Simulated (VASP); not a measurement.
Wanted: the native input for a VASP 6.6.1 run.

```
Task                               : single point
Functional                         : HSE06
Potentials or basis                : VASP PAW PBE potentials, release 64 (Hf_pv, C)
Cutoff                             : 520 eV
k mesh                             : 8 × 8 × 8
Occupations                        : gaussian, width 0.1 eV
Spin                               : no spin polarisation
Grid for exact exchange (PRECFOCK) : Fast
Screening parameter                : 0.2 1/A
Further INCAR settings             : ALGO = Normal; EDIFF = 1e-07; NBANDS = 14
```

Crystal: HfC.

```
Hf C
1.0
     0.00000    2.30245    2.30245
     2.30245    0.00000    2.30245
     2.30245    2.30245    0.00000
Hf C
1 1
Direct
  0.00000 0.00000 0.00000
  0.50000 0.50000 0.50000
```

The cell is a database's computed one.

These files were run (other wordings do the same):

POSCAR

```
HfC
1.0
    0.0000000000      2.3024500000      2.3024500000
    2.3024500000      0.0000000000      2.3024500000
    2.3024500000      2.3024500000      0.0000000000
Hf C
1 1
Direct
    0.0000000000      0.0000000000      0.0000000000
    0.5000000000      0.5000000000      0.5000000000
```

INCAR.step1

```
SYSTEM = HfC
  PREC = Accurate
  ENCUT = 520
  EDIFF = 1E-5
  ISMEAR = 0
  SIGMA = 0.1
  LREAL = .False.
  LASPH = .True.
  NELM = 100
  ALGO = Normal
  ISIF = 2
  LWAVE = .True.
  NBANDS = 14
  GGA = PE
```

INCAR.step2

```
SYSTEM = HfC
  PREC = Accurate
  ENCUT = 520
  EDIFF = 1E-7
  ISMEAR = 0
  SIGMA = 0.1
  LREAL = .False.
  LASPH = .True.
  NELM = 100
  ALGO = Normal
  ISIF = 2
  LWAVE = .False.
  LCHARG = .True.
  GGA = PE
  LHFCALC = .True.
  HFSCREEN = 0.2
  PRECFOCK = Fast
  LELF = .True.
  LVHAR = .True.
  NBANDS = 14
  ISTART = 1
```

KPOINTS

```
Automatic mesh
0
Gamma
  8 8 8
  0 0 0
```

Potentials or basis: VASP PAW PBE potentials, release 64 (Hf_pv, C).

Command:

```sh
$ cat potpaw_PBE.64/Hf_pv/POTCAR potpaw_PBE.64/C/POTCAR > POTCAR
$ cp INCAR.step1 INCAR
$ mpirun -np 1 vasp_std > vasp.out
$ cp INCAR.step2 INCAR
$ mpirun -np 1 vasp_std > vasp.out
```

Results of the run:

```
Pressure               : 3.1 GPa
Band gap on the k mesh : none (metal or under the smearing width)
```

Caveat: the PAW data sets were made with another functional, which shifts forces and pressure a little.

It took 44 min on 1 thread of Intel(R) Xeon(R) Platinum 8259CL CPU @ 2.50GHz (Skylake/Cascade Lake), with other jobs on the host, peak memory 0.27 GiB.
